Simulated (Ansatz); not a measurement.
**TiO2: band structure with RPBE**

TiO2:

```
Ti O
1.0
    -2.97316    3.28737    3.28740
     2.97316   -3.28737    3.28740
     2.97316    3.28737   -3.28740
Ti O
4 8
Direct
  0.00000 0.50000 0.00000
  0.00000 0.00000 0.50000
  0.49524 0.24524 0.25000
  0.50475 0.75475 0.75000
  0.69508 0.69523 0.50015
  0.69508 0.19493 0.99985
  0.80452 0.74962 0.05490
  0.19472 0.74962 0.44510
  0.80528 0.25038 0.55490
  0.30492 0.80507 0.00015
  0.19548 0.25038 0.94510
  0.30492 0.30477 0.49985
```

The cell is a database's computed one.

* Program: Ansatz 0.2.0
* Task: band structure
* Functional: RPBE
* Potentials or basis: Ansatz PAW
* Cutoff: 420 eV (not typed: the program's choice for these potentials)
* k mesh: 6 × 6 × 6
* Occupations: fermi-dirac, width 0.05 eV
* Spin: no spin polarisation
* Path: [["G", "X", "M", "G", "Z", "P", "N", "Z1", "M"], ["X", "P"]]
* Points for each segment of the path: 10

```
Pressure                : 3.6 GPa
Largest force           : 0.030 eV/Å
Band gap on the k mesh  : 1.87 eV
Band gap along the path : 1.87 eV
```

Forces on the atoms (eV/Å):
```
Ti   0.000  0.000  0.000
Ti   0.000  0.000  0.000
Ti   0.000  0.000  0.014
Ti   0.000  0.000 -0.014
O    0.017  0.000 -0.013
O   -0.017  0.000 -0.013
O    0.000  0.024  0.017
O    0.000 -0.024  0.017
O    0.000  0.024 -0.017
O    0.017  0.000  0.013
O    0.000 -0.024 -0.017
O   -0.017  0.000  0.013
```

Stress tensor (GPa, compression positive):
```
3.42 0.00 0.00
0.00 3.61 0.00
0.00 0.00 3.71
```

Levels at the corners of the path, in eV from the valence-band top:
| point | band 46 | band 47 | band 48 | band 49 | band 50 | band 51 |
| --- | --- | --- | --- | --- | --- | --- |
| Γ | -0.43 | -0.43 | 0.00 | 1.87 | 2.16 | 2.41 |
| X | -0.97 | -0.70 | -0.70 | 1.92 | 1.93 | 2.51 |
| M | -1.25 | -1.04 | -1.03 | 1.90 | 1.91 | 2.50 |
| Γ | -0.43 | -0.43 | 0.00 | 1.87 | 2.16 | 2.41 |
| Z | -1.32 | -1.07 | -1.06 | 1.94 | 1.95 | 2.51 |
| P | -0.82 | -0.80 | -0.80 | 2.54 | 2.54 | 2.54 |
| N | -1.18 | -0.62 | -0.60 | 2.26 | 2.28 | 2.60 |
| Z1 | -1.32 | -1.07 | -1.06 | 1.94 | 1.95 | 2.51 |
| M | -1.25 | -1.04 | -1.03 | 1.90 | 1.91 | 2.50 |
| X | -0.97 | -0.70 | -0.70 | 1.92 | 1.93 | 2.51 |
| P | -0.82 | -0.80 | -0.80 | 2.54 | 2.54 | 2.54 |

Run time: 16 s on 4 threads of Arm Neoverse V2, with other jobs on the host, peak memory 0.91 GiB.

Caveat: the pressure holds a Pulay correction of +0.6 GPa for the finite cutoff; the PAW data sets come from PBE, with cores solved anew for the run's functional, which leaves a small shift of forces and pressure. As with any semilocal functional, this RPBE gap is likely too small.
